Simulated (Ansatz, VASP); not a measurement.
# Two plane-wave programs on Pb

```xyz
1
Lattice="0.0000 2.5176 2.5176 2.5176 0.0000 2.5176 2.5176 2.5176 0.0000" Properties=species:S:1:pos:R:3 pbc="T T T"
Pb    0.0000    0.0000    0.0000
```

Alike in both runs: task single point; functional PBE; k mesh 9 × 9 × 9; occupations fermi-dirac, width 0.1 eV; no spin polarisation.

```csv
,VASP,Ansatz
version,VASP 6.6.1,Ansatz 0.2.0
potentials or method,"VASP PAW PBE potentials, release 64 (Pb_d)","plane waves (420 eV) with PAW, scalar-relativistic"
plane-wave cutoff (eV),520,420
valence electrons in the cell,14,14
```

|  | VASP | Ansatz | Ansatz less VASP |
| --- | --- | --- | --- |
| pressure (GPa) | -0.1 | 0.0 | +0.05 |

The runs have no spin-orbit coupling, so splittings on Pb are missing.
